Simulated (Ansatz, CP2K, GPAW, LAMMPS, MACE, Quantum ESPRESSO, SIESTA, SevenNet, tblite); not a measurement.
# Forces in amorphous Hg33S25Se8 (66 atoms), program by program

One geometry of amorphous Hg33S25Se8 (66 atoms) is solved by several programs and methods. How far do their forces lie from a plane-wave PBE run?

Results are calculated, not measured.

### 1. The cell

The cell holds 66 atoms (33 Hg, 25 S and 8 Se), with edges of 12.03, 12.03 and 12.03 Å. Recipe: 66 atoms (33 Hg, 25 S, 8 Se) placed at random at 7.67 g/cm³, melted at 2500 K for 10 ps at fixed volume with the Stillinger-Weber II-VI potential (Zhou et al., Phys. Rev. B 88, 085309 (2013)). Quenched from 2500 K to 500 K at 30 K/ps and fixed volume, held 5 ps, then minimised at fixed cell. The density is 7.67 g/cm³.

### 2. The reference input

Quantum ESPRESSO 7.5: Kohn-Sham DFT, PBE, SSSP efficiency 1.3.0 pseudopotentials, plane waves. Its input, pw.in:

```
&control
  calculation = 'scf'
  pseudo_dir = './pseudo'
  outdir = './tmp'
  disk_io = 'none'
  tprnfor = .true.
  tstress = .true.
/
&system
  ibrav = 0
  nat = 66
  ntyp = 3
  ecutwfc = 45
  ecutrho = 360
  nosym = .true.
  occupations = 'smearing'
  smearing = 'fd'
  degauss = 0.003675
/
&electrons
  conv_thr = 3.3e-07
  electron_maxstep = 100
  mixing_beta = 0.4
  mixing_mode = 'plain'
  diagonalization = 'david'
/
ATOMIC_SPECIES
Hg 200.592 Hg.upf
S 32.060 S.upf
Se 78.971 Se.upf
CELL_PARAMETERS angstrom
12.03400 0.00000 0.00000
0.00000 12.03400 0.00000
0.00000 0.00000 12.03400
ATOMIC_POSITIONS crystal
Hg 0.30856 0.40498 0.34921
Hg 0.36362 0.42984 0.07568
Hg 0.58573 0.89714 0.21871
Hg 0.16181 0.85302 0.40942
[... 60 atom lines left out ...]
Se 0.54179 0.41489 0.72380
Se 0.00524 0.86263 0.03375
K_POINTS gamma
```

```console
$ OMP_NUM_THREADS=1 mpirun -np 4 pw.x -in pw.in > output.txt
```

Elapsed: 7 min, on 4 MPI ranks of Arm Neoverse V2, shared host; peak memory 4.5 GiB; 28 min of CPU time.

It converged with an r.m.s. force component of 0.40 eV/Å and a pressure of -0.58 GPa.

### 3. What was run beside it

- CP2K 2026.2: Gaussian basis with GTH pseudopotentials and a plane-wave density; labels give functional, basis (MOLOPT sets; SR short-range, UZH the newer set with its own potentials), grid cutoff/relative cutoff and solver (OT: orbital transformation; TRS4, TC2, SIGN: linear-scaling purification with its sparsity filter), or its built-in tight binding.
- GPAW 26.7.0: PAW with atomic orbitals (LCAO), plane waves or a real-space grid of spacing h.
- MACE: machine-learned potential, published weights.
- Quantum ESPRESSO 7.5: plane waves; labels (QE) give functional, pseudopotential set and cutoffs of waves/density.
- SIESTA 5.4.2: numerical atomic orbitals, whose automatically made sets are far from complete, with PseudoDojo norm-conserving potentials that we converted to its format (checked against plane waves on the same files for H, C, O, Si, Ge and Ca alone); labels give functional, basis size, energy shift and mesh cutoff.
- SevenNet: machine-learned potential, published weights.
- tblite 0.8.0: extended tight binding, driven from Python.

All use the same cell and atoms, and the electronic-structure runs the same k-mesh.

### 4. All runs compared

Differences are against the reference: forces as r.m.s. over components, share as that over the reference's r.m.s. force, slope as the fitted ratio of a run's forces to the reference's.

| run | Δ force, r.m.s. (meV/Å) | share (%) | slope | Δ pressure (GPa) | cores | CPU time | memory (GiB) |
| --- | --- | --- | --- | --- | --- | --- | --- |
| reference | - | - | - | - | 4 | 28 min | 4.5 |
| CP2K PBE, DZVP-MOLOPT-SR, 210/50 Ry, diagonalisation (coarse) | 33.3 | 8.40 | 1.004 | 1.04 | 2 | 4.7 min | 1.3 |
| CP2K PBE, DZVP-MOLOPT-SR, 300/50 Ry, diagonalisation (coarse) | 33.6 | 8.48 | 1.005 | 1.04 | 2 | 4.8 min | 1.7 |
| CP2K PBE, DZVP-MOLOPT-SR, 600/30 Ry, diagonalisation (coarse) | 34.1 | 8.59 | 1.005 | 1.05 | 4 | 5.5 min | 6.1 |
| CP2K PBE, DZVP-MOLOPT-SR, 600/50 Ry, diagonalisation | 33.6 | 8.48 | 1.004 | 1.04 | 4 | 6.8 min | 6.1 |
| GPAW PBE, LCAO dzp, h 0.2 Å | 60.9 | 15.3 | 0.978 | - | 1 | 4 min | 1.7 |
| GPAW PBE, LCAO dzp, h 0.28 Å (coarse) | 62.1 | 15.6 | 0.983 | - | 1 | 2.2 min | 0.84 |
| GPAW PBE, LCAO sz(dzp), h 0.2 Å (coarse) | 222 | 56.0 | 0.905 | - | 1 | 1.8 min | 1.5 |
| GPAW PBE, LCAO szp(dzp), h 0.2 Å (coarse) | 84.3 | 21.2 | 0.979 | - | 1 | 2.7 min | 1.6 |
| GPAW PBE, plane waves 450 eV | 20.2 | 5.09 | 1.009 | 0.458 | 2 | 12 min | 1.8 |
| MACE MP-0b2 small potential | 175 | 44.2 | 1.010 | 1.06 | 1 | 5.7 s | 0.67 |
| MACE MPA-0 medium potential | 123 | 30.9 | 0.963 | 0.629 | 1 | 6.4 s | 0.76 |
| QE PBE, sssp-1.3.0-efficiency, 35/280 Ry (coarse) | 5.50 | 1.39 | 0.999 | -14.6 | 4 | 19 min | 3.1 |
| SIESTA PBE, DZP, shift 0.01 Ry, mesh 300 Ry | 186 | 46.9 | 1.167 | -4.39 | 2 | 2.3 min | 1.0 |
| SIESTA PBEsol, DZP, shift 0.01 Ry, mesh 300 Ry | 201 | 50.5 | 1.157 | -7.86 | 2 | 2.4 min | 1.0 |
| SevenNet l3i5 potential | 151 | 37.9 | 1.031 | 0.536 | 1 | 7.2 s | 0.9 |
| tblite GFN1-xTB | 345 | 87.0 | 1.084 | -1.18 | 1 | 2.1 s | 0.13 |

Rows marked coarse were listed beforehand as settings not expected to be converged; some can still land near the reference.

Times of the machine-learned potentials are mostly Python's start and the loading of weights.

Runs without a result: CP2K GFN1-xTB, diagonalisation (not converged).

CPU time is summed over cores on shared hosts, so it is rough.

### 5. Findings

Forces lie from 1.4 % (QE PBE, sssp-1.3.0-efficiency, 35/280 Ry, coarse) to 87 % (tblite GFN1-xTB) of the reference's r.m.s. force of 0.40 eV/Å away from it. Other PBE runs on plane waves or a grid: GPAW PBE, plane waves 450 eV 5.1 % of the r.m.s. force; the reference has errors of its own, so differences under a few per cent don't tell which side is nearer the exact PBE result. The PBE runs in local orbitals, coarse settings apart, differ by 8.5 % (CP2K PBE, DZVP-MOLOPT-SR, 600/50 Ry, diagonalisation) to 47 % (SIESTA PBE, DZP, shift 0.01 Ry, mesh 300 Ry); basis, grid and potentials can all enter. Tight binding differs by 87 % (tblite GFN1-xTB); it is another model, with fitted parameters of its own, and the xTB methods hold dispersion.

Machine-learned potentials differ by 31 % (MACE MPA-0 medium potential) to 44 % (MACE MP-0b2 small potential); they were trained on other programs' data. Rows with another functional or a dispersion term differ by 51 % (SIESTA PBEsol, DZP, shift 0.01 Ry, mesh 300 Ry), which mixes the change of model with differences of basis and potentials. Runs with settings chosen to be coarse differ by 1.4 % (QE PBE, sssp-1.3.0-efficiency, 35/280 Ry) to 56 % (GPAW PBE, LCAO sz(dzp), h 0.2 Å), their programs' other errors included. From CP2K PBE, DZVP-MOLOPT-SR, 210/50 Ry, diagonalisation to the finer CP2K PBE, DZVP-MOLOPT-SR, 600/50 Ry, diagonalisation the share goes from 8.40 to 8.48 %, so the grid isn't what parts these runs from the reference. From GPAW PBE, LCAO dzp, h 0.28 Å to the finer GPAW PBE, LCAO dzp, h 0.2 Å the share goes from 15.6 to 15.3 %, so the grid isn't what parts these runs from the reference. Pressures at PBE, coarse settings apart, lie -4.39 to +1.04 GPa from the reference's.

Caveats: Periodic xTB results under one method name differ between programs and library versions. The potentials hold different valence shells: 858 electrons in the reference, 594 in CP2K with DZVP-MOLOPT-SR, 792 in GPAW and 938 in SIESTA; this bears on time and differences. The reference's pressure holds the uncorrected Pulay stress of its 45 Ry basis, so small pressure differences may be the reference's own error. Machine-learned potentials mimic data converged in k, so the reference's own k-point error enters their differences. The quench rate of 30 K/ps is many orders above laboratory rates, so the cell is likely richer in defects and strain than a real sample. The network of bonds at the start is that of the classical potential that made the cell, and needn't be the one that DFT or experiment would give. The electronic-structure runs sample only Γ, in a cell whose shortest periodic width is 12 Å, which is coarse for a cell with partly filled levels. Spin–orbit coupling is left out, which matters for the levels of the heavy elements. CP2K warns in some runs that its smearing reaches the highest orbitals computed, so too few empty orbitals were added. Where levels are smeared, the DFT runs use Fermi–Dirac occupations at 580 K (0.05 eV), and energies are free energies. The reference's cutoffs and mesh weren't converged further here.

[Logs are printed without paths, hosts, clocks, repeated set-up lines and the standing remarks that a program may print on its own settings, such as how far it seeks lower states.]

[Hosts, paths, dates, database ids (printed as entryN), source tags and the programs' standing remarks are cut or masked in the printed files.]

[Cells were taken only where this reference lay near another plane-wave run.]
